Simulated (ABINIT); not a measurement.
# Sn (Immm) in ABINIT: notebook, part 2 of 2

ABINIT 10.8.3 (patched build). The steps go on from the part before.

## (3) Relaxation of cell and atoms, PBEsol

File run.abi:

```
# Pseudopotentials
pp_dirpath "./"
pseudos "Sn.GGA_PBE-JTH.xml"

# Structure
acell 3*1.0
rprim
    -3.2626858535     3.3552975514     4.4188259657
     3.2626858535    -3.3552975514     4.4188259657
     3.2626858535     3.3552975514    -4.4188259657
ntypat 1
znucl 50
natom 1
typat 1
xcart
     0.0000000000     0.0000000000     0.0000000000
chkprim 0
chksymtnons 0
tolsym 1.0e-6

# Plane-wave basis
ecut 598.650497 eV
pawecutdg 44.0
pawxcdev 0

# k points
kptopt 1
ngkpt 11 11 11
nshiftk 1
shiftk 0.0 0.0 0.0

# Exchange and correlation
ixc -116133

# Bands and occupations
nband 11
occopt 3
tsmear 0.05 eV

# SCF cycle
nstep 100
tolvrs 1.0e-9

# Output
iomode 3
prtwf 0
prtden 0
prteig 0
prtebands 0
enunit 1

# Relaxation
ionmov 2
ntime 60
tolmxf 0.0002
optcell 2
dilatmx 1.08
ecutsm 0.5
```

Potentials or basis: JTH PAW PBE v2.0.

Command:

```bash
abinit run.abi > log 2>&1
```

run.abo:

```text
.Version 10.8.3 of ABINIT
 Symmetries : space group Im m m (# 71); Bravais oI (body-center ortho.)
================================================================================
 Values of the parameters that define the memory need of the present run
     intxc =       0    ionmov =       2      iscf =      17    lmnmax =      18
     lnmax =       6     mgfft =      30  mpssoang =       3    mqgrid =    3001
     natom =       1  nloc_mem =       2    nspden =       1   nspinor =       1
    nsppol =       1      nsym =       8    n1xccc =       1    ntypat =       1
    occopt =       3   xclevel =       2
       mpw =        1216          nfft =       27000          nkpt =         216
 PAW method is used; the additional fine FFT grid is defined by:
   mgfftf=        45    nfftf =     91125
================================================================================
================================================================================

--------------------------------------------------------------------------------
------------- Echo of variables that govern the present computation ------------
--------------------------------------------------------------------------------
 -outvars: echo values of preprocessed input variables --------
            acell      1.0000000000E+00  1.0000000000E+00  1.0000000000E+00 Bohr
              amu      1.18710000E+02
          chkprim           0
      chksymtnons           0
          dilatmx      1.08000000E+00
             ecut      2.20000000E+01 Hartree
           ecutsm      5.00000000E-01 Hartree
           enunit           1
           ionmov           2
                       outvar_i_n : Printing only first  50 k-points.
              ixc     -116133
                       outvar_i_n : Printing only first  50 k-points.
[... 1112 lines left out ...]
band_energy         : -5.11726971308068E+00
Ewald energy        : -5.01788303217201E+01
psp_core            :  2.00636446750395E+00
xc_dc               : -2.58730806793971E+01
PAW spherical_terms :  9.45005690818754E+00
internal            : -6.97127593385063E+01
'-kT*entropy'       : -1.53812811041894E-04
total_energy_dc     : -6.97129131513174E+01
total_energy_dc_eV  : -1.89698500609303E+03
...

--- !EnergyTermsWithPAWCore
iteration_state     : {dtset: 1, itime: 11, icycle: 1, }
comment             : 'Components of total free energy, including PAW core contributions'
Total energy        : -6.17461319297845E+03
Total energy DC     : -6.17461319006825E+03
Total energy (eV)   : -1.68019784513667E+05
Total energy DC (eV): -1.68019784434476E+05
...

 Cartesian components of stress tensor (hartree/bohr^3)
  sigma(1 1)= -1.10600946E-06  sigma(3 2)=  0.00000000E+00
  sigma(2 2)= -2.25079152E-08  sigma(3 1)=  0.00000000E+00
  sigma(3 3)= -6.67727612E-07  sigma(2 1)=  0.00000000E+00

-Cartesian components of stress tensor (GPa)         [Pressure=  1.7616E-02 GPa]
- sigma(1 1)= -3.25399218E-02  sigma(3 2)=  0.00000000E+00
- sigma(2 2)= -6.62205728E-04  sigma(3 1)=  0.00000000E+00
- sigma(3 3)= -1.96452246E-02  sigma(2 1)=  0.00000000E+00

== END DATASET(S) ==============================================================
================================================================================

 -outvars: echo values of variables after computation  --------
            acell      6.2925341711E+00  6.2925341711E+00  6.2925341711E+00 Bohr
           etotal     -6.9712913151E+01
            fcart     -0.0000000000E+00 -0.0000000000E+00 -0.0000000000E+00
            rprim     -5.0964000912E-01  5.0985852076E-01  6.9304498404E-01
                       5.0964000912E-01 -5.0985852076E-01  6.9304498404E-01
                       5.0964000912E-01  5.0985852076E-01 -6.9304498404E-01
           strten     -1.1060094613E-06 -2.2507915202E-08 -6.6772761193E-07
                       0.0000000000E+00  0.0000000000E+00  0.0000000000E+00
 Calculation completed.
```

Wall time 14 min (1 thread of AMD EPYC 7R43 (Zen 3), shared host); peak memory 0.2 GiB.

What came out:

| Quantity | Value |
| --- | --- |
| Free energy | -1896.9850 eV |
| Relaxed volume | 26.60 Å³/atom |
| Relaxed cell | a = 3.330 Å, b = 3.330 Å, c = 3.330 Å, α = 118.72°, β = 118.69°, γ = 92.26° |
| Space group after relaxing (to 0.05 Å) | I4/mmm (No. 139) |
| Energy gained by relaxing | 27.5 meV/atom |
| Ionic steps | 11 |
| Pressure after relaxing | 0.0 GPa |
| Band gap on the k mesh | none (metal or under the smearing width) |
| Valence electrons inside the program's atomic spheres | Sn 11.86 (radii [1.3287] Å) |

Step by step:
| step | energy change (eV) | largest force (eV/Å) | pressure (GPa) | volume (Å³) |
| --- | --- | --- | --- | --- |
| 1 | 0.0000 | 0.0000 | -3.55 | 28.67 |
| 2 | -0.0067 | 0.0000 | -3.12 | 28.36 |
| 3 | -0.0260 | 0.0000 | 0.64 | 26.31 |
| 4 | -0.0266 | 0.0000 | 0.05 | 26.58 |
| 5 | -0.0267 | 0.0000 | 0.04 | 26.58 |
| 6 | -0.0274 | 0.0000 | -0.02 | 26.61 |
| 7 | -0.0274 | 0.0000 | 0.00 | 26.60 |
| 8 | -0.0274 | 0.0000 | 0.04 | 26.58 |
| 9 | -0.0274 | 0.0000 | 0.06 | 26.57 |
| 10 | -0.0274 | 0.0000 | 0.05 | 26.58 |
| 11 | -0.0275 | 0.0000 | 0.02 | 26.60 |

Final structure:
```
Sn
1.0
    -1.69703    1.69776    2.30775
     1.69703   -1.69776    2.30775
     1.69703    1.69776   -2.30775
Sn
1
Direct
  0.00000 0.00000 0.00000
```

Levels at points of the mesh, in eV from the Fermi level:
```tsv
k point	band 4	band 5	band 6	band 7	band 8	band 9	band 10	band 11
(0.00, 0.00, 0.00)	-21.36	-21.33	-11.29	7.84	7.91	7.92	10.76	11.94
```

Caveat: the PAW data sets were made with another functional, which shifts forces and pressure a little.
